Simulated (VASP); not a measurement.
## SnSe2: relaxation of cell and atoms with PBE+D3(BJ)

The system is SnSe2.

```
CELL_PARAMETERS angstrom
3.81100 0.00000 0.00000
-1.90550 3.30042 0.00000
0.00000 0.00000 6.13600
ATOMIC_POSITIONS crystal
Sn 0.00000 0.00000 0.00000
Se 0.33333 0.66667 0.24900
Se 0.66667 0.33333 0.75100
```

```yaml
Program: VASP 6.6.1
Task: relaxation of cell and atoms
Functional: PBE
Dispersion: D3(BJ)
Potentials_or_basis: VASP PAW PBE potentials, release 64 (Sn_d, Se)
Cutoff: 600 eV
k_mesh: 9 × 9 × 5
Occupations: gaussian, width 0.03 eV
Spin: no spin polarisation
Further_INCAR_settings: ALGO = Normal; EDIFF = 1e-06; IBRION = 2; EDIFFG = -0.01; NSW = 90; ISIF = 3
```

```json
{"Relaxed volume": "25.57 Å³/atom", "Relaxed cell": "a = 3.839 Å, b = 3.839 Å, c = 6.009 Å, α = 90.00°, β = 90.00°, γ = 120.00°", "Space group after relaxing (to 0.05 Å)": "P-3m1 (No. 164)", "Energy gained by relaxing": "22.5 meV/atom", "Ionic steps": "15", "Pressure after relaxing": "0.0 GPa", "Largest force after relaxing": "0.009 eV/Å", "Band gap on the k mesh": "0.43 eV, indirect (least direct gap 0.82 eV)", "Dispersion energy per atom": "-0.364 eV"}
```

Forces on the atoms (eV/Å):
```
Sn   0.000  0.000  0.000
Se   0.000  0.000 -0.009
Se   0.000  0.000  0.009
```

Stress tensor (GPa, compression positive):
```
 0.05  0.00  0.00
 0.00  0.05  0.00
 0.00  0.00 -0.04
```

The path:
| step | energy change (eV) | largest force (eV/Å) | pressure (GPa) | volume (Å³) |
| --- | --- | --- | --- | --- |
| 1 | 0.0000 | 0.8170 | 3.32 | 77.18 |
| 2 | -0.0197 | 0.2899 | -2.87 | 83.28 |
| 3 | -0.0517 | 0.1634 | -0.43 | 80.49 |
| 4 | -0.0517 | 0.1750 | -0.35 | 80.42 |
| 5 | -0.0556 | 0.1286 | -0.22 | 79.88 |
| 6 | -0.0575 | 0.0774 | -0.05 | 79.31 |
| 7 | -0.0576 | 0.0634 | 0.00 | 79.15 |
| 8 | -0.0596 | 0.0466 | -0.06 | 78.93 |
| 9 | -0.0641 | 0.0019 | -0.24 | 78.26 |
| 10 | -0.0665 | 0.0943 | -0.45 | 76.89 |
| 11 | -0.0668 | 0.0664 | -0.38 | 77.28 |
| 12 | -0.0669 | 0.0461 | 0.41 | 76.18 |
| 13 | -0.0675 | 0.0072 | 0.05 | 76.70 |
| 14 | -0.0675 | 0.0101 | 0.00 | 76.73 |
| 15 | -0.0675 | 0.0087 | 0.02 | 76.71 |

Final structure:
```
CELL_PARAMETERS angstrom
3.83942 0.00000 0.00000
-1.91971 3.32504 0.00000
0.00000 0.00000 6.00918
ATOMIC_POSITIONS crystal
Sn 0.00000 0.00000 0.00000
Se 0.33333 0.66667 0.26558
Se 0.66667 0.33333 0.73442
```

Levels at points of the mesh, in eV from the valence-band top:
```tsv
k point	band 11	band 12	band 13	band 14	band 15	band 16
(0.00, 0.00, 0.00)	-0.54	-0.54	-0.10	0.71	2.94	4.50
```

Wall time 2.3 min on 2 MPI ranks on Intel(R) Xeon(R) 6975P-C (Granite Rapids) (shared host), peak memory 0.26 GiB a rank.

Caveat: spin-orbit coupling is left out, which moves the levels of the heavy elements; an odd mesh through Γ misses points on the zone boundary, where band edges often lie.
